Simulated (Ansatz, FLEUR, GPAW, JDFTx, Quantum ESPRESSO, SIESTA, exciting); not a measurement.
# C: 8 runs at one level of theory

```
C
1.0
     0.00000    1.78337    1.78337
     1.78337    0.00000    1.78337
     1.78337    1.78337    0.00000
C
2
Cartesian
  2.6751 2.6751 2.6751
  1.7834 1.7834 1.7834
```

Alike in all runs: task band structure; functional LDA; k mesh 13 × 13 × 13; occupations fermi-dirac, width 0.05 eV; no spin polarisation; no spin-orbit coupling. LDA stands for any of its common fits. Pressure is positive in compression and, in plane waves, holds the error of the finite cutoff, which Ansatz's Pulay term estimates and takes out. Gaps are the smaller of the mesh's and the band path's.

```
                                                         program and potentials  plane-wave cutoff (eV)                                                                                   notes  band gap (eV)  pressure (GPa)
                                                             Ansatz, Ansatz PAW                     420  potentials made for PBE, which Ansatz adapts in part; Pulay term of +1.32 GPa included           4.10          -13.10
exciting, all-electron LAPW+lo, shipped species files, valence relativity iora*                       -                                                                                       -           4.11               -
                                 Ansatz, all-electron LAPW, scalar-relativistic                       -                                                                                       -           4.11          -12.98
                                                     FLEUR, all-electron, FLAPW                       -                                                                                       -           4.10               -
                             Quantum ESPRESSO, PseudoDojo 0.4.1 SR LDA standard                    1116                                                                                       -           4.14          -11.21
                                        JDFTx, PseudoDojo-SR-LDA-0.4.1-standard                    1116                                                                                       -           4.14               -
     GPAW, the program's PAW data sets (release 1.2.1) made for this functional                     800                                                                                       -           4.10          -13.48
    SIESTA, files PseudoDojo sr-lda-0.4.1-standard, DZP (energy shift 0.002 Ry)                       -                                                                            atomic basis           4.24           -3.32
```

The band gap spans 4.10 (GPAW, the program's PAW data sets (release 1.2.1) made for this functional) to 4.24 eV (SIESTA, files PseudoDojo sr-lda-0.4.1-standard, DZP (energy shift 0.002 Ry)), with all-electron results at 4.10 to 4.11. The pressure spans -13.48 (GPAW, the program's PAW data sets (release 1.2.1) made for this functional) to -3.32 GPa (SIESTA, files PseudoDojo sr-lda-0.4.1-standard, DZP (energy shift 0.002 Ry)), with all-electron results at -12.98. The cell lies far from this level's equilibrium. The paths' points differ, which is worth about 0.01 eV. Rows in atomic bases carry the error of their basis and grid, which can be large.

Differences between rows come from potentials, basis sets and numerical settings, since the functional is the same but for its coding. Runs on potential files found faulty are left out.

The gap is nearly independent of the code, and the all-electron values of 4.10 to 4.11 eV can be taken as the LDA result for diamond in this cell. Strong sp3 overlap between compact 2p orbitals, which have no p core beneath them, separates bonding from antibonding states widely. Even so, the gap falls well short of experiment, as expected when Kohn-Sham eigenvalues of a local functional, which lacks the derivative discontinuity, are read as quasiparticle energies. Agreement between codes therefore supports the numerics, not the predicted optical or transport gap.

The negative pressure in every row that reports one means that the lattice is stretched relative to LDA's own minimum. The cell is close to the measured one, so this is the familiar LDA overbinding, and the stiff covalent network turns a small mismatch in length into a large stress. SIESTA's weaker tension and wider gap, compared with Quantum ESPRESSO on the same potential family, probably reflect the limited flexibility of its atomic orbitals rather than different bonding.
